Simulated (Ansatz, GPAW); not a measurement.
This is a calculation of PbS (Galena) for GPAW 26.7.0 (ASE script). 

run.py

```python
from ase import Atoms
from ase.dft.bandgap import bandgap
from ase.io import write
from ase.units import Bohr, GPa
from gpaw import GPAW, PW
from gpaw.elf import elf_from_dft_calculation

atoms = Atoms(['Pb', 'S'],
              cell=[[0.0, 2.96575, 2.96575],
                    [2.96575, 0.0, 2.96575],
                    [2.96575, 2.96575, 0.0]],
              scaled_positions=[[0.0, 0.0, 0.0],
                                [0.5, 0.5, 0.5]],
              pbc=True)

calc = GPAW(mode=PW(600),
            xc='PBE',
            kpts={'size': (8, 8, 8), 'gamma': True},
            occupations={'name': 'methfessel-paxton', 'order': 0, 'width': 0.023},
            nbands=19,
            convergence={'density': 1e-05, 'energy': 1e-05},
            maxiter=150,
            txt='gpaw.txt')
atoms.calc = calc
energy = atoms.get_potential_energy()
forces = atoms.get_forces()
stress = atoms.get_stress()
calc.write('gs.gpw')
write('result.traj', atoms)
print(f'Energy: {energy:.6f} eV')
print('Forces (eV/A):')
print(forces.round(4))
print('Stress (GPa):', (stress / GPa).round(3))
print('Fermi level:', round(calc.get_fermi_level(), 4), 'eV')
print(f'Gap: {bandgap(calc)[0]:.4f} eV, direct: {bandgap(calc, direct=True)[0]:.4f} eV')

# fields on the real-space grid
write('density.cube', atoms, data=calc.get_pseudo_density() * Bohr**3)
write('potential.cube', atoms, data=calc.get_electrostatic_potential())
write('elf.cube', atoms, data=elf_from_dft_calculation(calc).data)
```

Potentials or basis: GPAW PAW data sets (gpaw-data 1.2.1), pw.

The run is started by

```console
$ OMP_NUM_THREADS=1 python run.py
```

Translate it to Ansatz 0.2.0. Potentials or basis there: all-electron LAPW, scalar-relativistic.

As run (cutoffs and basis follow the program's own potentials, and thresholds, step limits or extra output files can differ):

The input input.yaml:

```yaml
crystal:
  lattice:
    - [0.0, 2.96575, 2.96575]
    - [2.96575, 0.0, 2.96575]
    - [2.96575, 2.96575, 0.0]
  atoms:
    - { symbol: Pb, position: [0.0, 0.0, 0.0] }
    - { symbol: S, position: [0.5, 0.5, 0.5] }
kpoints:
  mp_grid: { grid: [8, 8, 8] }
scf:
  occupations: { method: gaussian, width: 0.023 }
hamiltonian:
  xc: pbe
  pseudopotentials: { kind: all_electron, lapw: { basis_error: 0.001 } }
output:
  forces: true
  stress: true
  eigenvalues: true
```

Potentials or basis: all-electron LAPW, scalar-relativistic.

Run with:

```console
$ ansatz run input.yaml --threads 1 --pin off --max-ram 3072MiB --backend cpu --events-out ev --progress --plain --runs-dir out
```

Both were run:

|  | GPAW | Ansatz |
| --- | --- | --- |
| Pressure | 2.0 GPa | 2.2 GPa |

Where Ansatz's input types no cutoff or centring, it takes its own default and a Γ-centred mesh.

Pressure is positive in compression.
